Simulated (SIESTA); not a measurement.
# HfB2 under changes of volume

One of the cells (10.103 Å³/atom); the others are scaled copies at fixed shape and fractional positions:

```xyz
3
Lattice="3.1608 0.0000 0.0000 -1.5804 2.7373 0.0000 0.0000 0.0000 3.5030" Properties=species:S:1:pos:R:3 pbc="T T T"
Hf    0.0000    0.0000    0.0000
B     1.5804    0.9124    1.7515
B     0.0000    1.8249    1.7515
```

| Quantity | Value |
| --- | --- |
| Program | SIESTA 5.4.2 |
| Functional | PBE |
| Potentials or basis | PseudoDojo 0.4 standard (PBE files) |
| Basis | DZP (energy shift 0.003 Ry; two zetas on semicore shells) |
| Grid cutoff | 800 Ry |
| Energy shift | 0.003 Ry |
| k mesh | 10 × 10 × 8 |
| Occupations | fermi-dirac, width 0.05 eV |
| Spin | no spin polarisation |

| volume (Å³/atom) | energy over the lowest point (meV/atom) | pressure (GPa) |
| --- | --- | --- |
| 9.311 | ? | ? |
| 9.509 | 20.41 | 14.2 |
| 9.707 | 6.65 | 8.2 |
| 10.103 | 0.00 | -2.4 |
| 10.301 | 5.81 | -6.8 |
| 10.499 | 16.86 | -11.0 |

Problem. What does the run at 9.311 Å³/atom give?

Solution. Energy over the lowest point 41.94 meV/atom; pressure 20.8 GPa.

Worked out: A Birch-Murnaghan fit of order 3 (a polynomial in V^(-2/3)) to the other rows has its minimum at 10.01 Å³/atom with B0 = V·E''(V) = 252 GPa and B' = 4.2 at fixed shape and positions, which overstates the stiffness. It gives 42.18 meV/atom at 9.311 Å³/atom, against the run's 41.94, and -dE/dV = 21.1 GPa, against 20.8.

Energies are extrapolated to zero smearing.

Caveats: short orbitals over semicore shells can move pressures by several GPa; the basis of atomic orbitals isn't converged, which shifts pressures, moduli and gaps.
